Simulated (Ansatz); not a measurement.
**Run record: Fe**

System: Fe, an experimental structure (space group Fm-3m, primitive cell doubled); the cell holds 2 atoms. Source: COD entry 9008469; the sample's temperature and pressure aren't taken into account, and it need not be the stable phase.

Level of theory: DFT, PBE, PAW, plane waves, scalar-relativistic (Ansatz).

Input file:

```yaml
crystal:
  lattice:
    - [0.0, 1.7955, 1.7955]
    - [1.7955, 0.0, 1.7955]
    - [3.591, 3.591, 0.0]
  atoms:
    - { symbol: Fe, position: [0.0, 0.0, 0.0] }
    - { symbol: Fe, position: [0.0, 0.0, 0.5] }
hamiltonian:
  xc: pbe
  pseudopotentials: { kind: paw }
basis:
  ecutwfc: 420
kpoints:
  mp_grid: { grid: [14, 14, 7] }
scf:
  occupations: { method: fermi_dirac, width: 0.1 }
  lower_state_search: "off"
output:
  forces: true
  stress: true
magnetization:
  spin_polarized: true
```

What the program printed (shortened):

```
band count auto-derived: 24 (N_el = 32.0; filled up to band 16; 20 by the electrons, moments and atoms)
Pseudopotentials: kind: paw
Pseudopotential: Fe, paw, valence charge 16, recommended cutoff 420 eV (normal), Fe.paw.azcp
Functional definition: PBE
Crystal: 2 atoms, lattice volume = 23.153 Å³
Basis set: ecut = 420 eV, 487 PW (Γ), exchange–correlation on 36×36×72 points (8 copies of the dense FFT grid, shifted against one another)
Bands: 24, of which v1, the nominal top of the filled ones, is band 16 counted from 1 (15 counted from 0)
Symmetry: 24 space group operations
Space group: Fm-3m (ITA 225), of the structure as read, at distance tolerance 2.9e-5 Å
k-points: 144 of 1372
Non-local potential: Fe, projectors of the file, l = 0: 3, l = 1: 2, l = 2: 3, l = 3: 1
Initial density: superposition of atomic densities (chi_scale 0.1, normalization cell)
Initial wavefunctions: pseudopotential atomic-orbital guess
Functional: x = pbe(κ = 0.804, μ = 0.2195149727645171), c = pbe(β = 0.06672455060314922)
SCF iter   1: F=—  HF=-8960.852537 eV  |F-HF|=—  |Δ(HF+E_count)|=         —  Δρ=5.19e-2 (↑5.19e-2 ↓5.19e-2)  dr2=1.53e0  dr2_m=0.00e0  M=0.000 μB ∫|m|=0.000 μB  β_m=0.30  ethr=3.10e-3  ⟨swp⟩=4.6  Hψ=12710  notcnv=0  defer=33
preconditioner: auto → none  [metal: Δε(μ)=0.001 eV  Ē_g=9.583 eV  σ=0.100 eV  W_gap=0.00  n_scr=2 (ndim 8)  ℏωp=30.9 eV  f_vac=0.000  D(μ)=3.99/eV (n_scr^D=60)  sad-step TF]
SCF iter   2: F=—  HF=-8956.818020 eV  |F-HF|=—  |Δ(HF+E_count)|=    4.03e0  Δρ=3.20e-1 (↑3.20e-1 ↓3.13e-1)  dr2=1.84e-2  dr2_m=2.12e1  M=5.559 μB ∫|m|=5.559 μB  ethr=3.10e-3  ⟨swp⟩=2.1  Hψ=5500  notcnv=0  defer=96
Mixer restart at iter 2: flushing history
SCF iter   3: F=—  HF=-8960.641455 eV  |F-HF|=—  |Δ(HF+E_count)|=         —  Δρ=1.74e-2 (↑1.74e-2 ↓1.74e-2)  dr2=2.11e-2  dr2_m=4.54e-2  M=4.978 μB ∫|m|=5.041 μB  β_m=0.30  ethr=5.75e-5  ⟨swp⟩=4.0  Hψ=19114  notcnv=0  defer=97
SCF iter   4: F=—  HF=-8960.640465 eV  |F-HF|=—  |Δ(HF+E_count)|=   9.90e-4  Δρ=1.54e-2 (↑1.10e-2 ↓1.54e-2)  dr2=2.59e-2  dr2_m=2.57e-2  M=4.912 μB ∫|m|=5.000 μB  β_m=0.45  ethr=5.75e-5  ⟨swp⟩=2.1  Hψ=15355  notcnv=0  defer=218
SCF iter   5: F=—  HF=-8960.662369 eV  |F-HF|=—  |Δ(HF+E_count)|=   2.19e-2  Δρ=1.03e-2 (↑1.03e-2 ↓6.71e-3)  dr2=1.13e-2  dr2_m=1.03e-2  M=4.891 μB ∫|m|=5.015 μB  β_m=0.46  ethr=5.75e-5  ⟨swp⟩=2.0  Hψ=10919  notcnv=0  defer=218
SCF iter   6: F=—  HF=-8960.674812 eV  |F-HF|=—  |Δ(HF+E_count)|=   1.24e-2  Δρ=3.41e-3 (↑3.41e-3 ↓2.02e-3)  dr2=1.11e-3  dr2_m=1.27e-3  M=4.833 μB ∫|m|=5.000 μB  β_m=0.73  ethr=3.53e-5  ⟨swp⟩=2.1  Hψ=11986  notcnv=0  defer=219
SCF iter   7: F=—  HF=-8960.677613 eV  |F-HF|=—  |Δ(HF+E_count)|=   2.80e-3  Δρ=6.02e-4 (↑2.67e-4 ↓6.02e-4)  dr2=1.06e-4  dr2_m=1.08e-5  M=4.807 μB ∫|m|=4.999 μB  β_m=0.69  ethr=3.46e-6  ⟨swp⟩=2.1  Hψ=8988  notcnv=0  defer=219
SCF iter   8: F=—  HF=-8960.677613 eV  |F-HF|=—  |Δ(HF+E_count)|=   4.30e-7  Δρ=2.71e-4 (↑2.22e-4 ↓2.71e-4)  dr2=5.36e-7  dr2_m=1.28e-5  M=4.809 μB ∫|m|=5.002 μB  β_m=0.84  ethr=3.31e-7  ⟨swp⟩=1.5  Hψ=8130  notcnv=0  defer=219
SCF iter   9: F=—  HF=-8960.677622 eV  |F-HF|=—  |Δ(HF+E_count)|=   9.15e-6  Δρ=1.94e-4 (↑1.94e-4 ↓6.01e-5)  dr2=3.14e-6  dr2_m=3.04e-6  M=4.814 μB ∫|m|=5.008 μB  β_m=0.92  ethr=1.68e-9  ⟨swp⟩=2.2  Hψ=11797  notcnv=0  defer=219
SCF iter  10: F=—  HF=-8960.677623 eV  |F-HF|=—  |Δ(HF+E_count)|=   5.46e-7  Δρ=4.67e-5 (↑4.67e-5 ↓1.63e-5)  dr2=2.03e-7  dr2_m=1.93e-7  M=4.816 μB ∫|m|=5.010 μB  β_m=0.96  ethr=1.68e-9  ⟨swp⟩=2.0  Hψ=11567  notcnv=0  defer=219
SCF iter  11: F=-8960.677623 eV  HF=-8960.677623 eV  |F-HF|=3.67e-10  |Δ(HF+E_count)|=   4.39e-8  Δρ=4.29e-6 (↑4.21e-6 ↓4.29e-6)  dr2=1.24e-9  dr2_m=2.87e-9  M=4.817 μB ∫|m|=5.011 μB  ethr=3.13e-10  ⟨swp⟩=3.8  Hψ=19049  notcnv=0
SCF 1 converged in 11 iterations: F = -8960.677623 eV  dr2 = 1.24e-9
  greatest PAW one-centre occupation: 1.002 electrons in one spin orbital (limit 2), on the Fe atom at site 1 (counted from 0), in its partial waves of l = 1
SCF converged after 11 iterations
Magnetization: 4.8168 μB (18.4084 up, 13.5916 down)
Absolute magnetization: 5.0110 μB (∫|ρ↑−ρ↓|, with the PAW one-centre terms)
Spin contamination: 0.0760 ħ² per cell (⟨S²⟩ above its minimum at these occupations)
Per-site moments (μB) at R_I (Å): [(2.4449, 1.0474), (2.4449, 1.0474)]
Free energy (F): -8960.677623 eV
Harris-Foulkes:  -8960.677623 eV  (|F-HF|=3.67e-10)
Internal energy: -8960.577433 eV  (E = F + TS)
E sigma→0 (E₀):  -8960.627528 eV
Entropy (-TS):   -0.100190 eV (-50.095 meV/atom)
Fermi energy:    18.236398 eV
--- Per-component energies (eV) ---
  E_band       = -433.221955
  E_kinetic    = 699.791891
  E_local      = -4178.338015  (includes V_loc(G=0)·N_el)
  E_nonlocal   = 439.438086
  E_hartree    = 1754.265570
  E_xc         = -235.301735
  E_vxc        = -302.969261  (∫ρ·V_xc dr)
  E_paw        = -2733.885111  (= ΣΔE_a)
  E_vpaw       = -599.676477  (= ΣTr[D̂ρ^β])
  E_aug_tail   = 0.001432  (compensation charges beyond the density's cutoff)
  E_ewald      = -4706.549551
  E_smearing   = -0.100190  (= −TS)
  E_closure    = -0.000000  (closes the sum)
  Σ components = -8960.677623   (vs F -8960.677623, Δ=0.00e0)
--- Forces (eV/Å), atoms counted from 1 ---
  atom   1  Fe     0.00000000    -0.00000000     0.00000000
  atom   2  Fe     0.00000000     0.00000000     0.00000000
  max |Σ_I F_I| component: 1.09e-28 eV/Å
--- Stress (GPa, compression-positive) ---
        4.269418       0.000051      -0.000051
        0.000051       4.269418      -0.000051
       -0.000051      -0.000051       4.269418
  P = ⅓ Tr σ = 4.2694 GPa (42.694 kbar)
```

Among 13 converged runs of this cell from various starts and settings, this end is the lowest found.

No moments are typed, so the program seeds parallel moments of its own.

The run took 5.4 s on 2 threads of Arm Neoverse V1, on a shared host, peak memory 0.38 GiB.
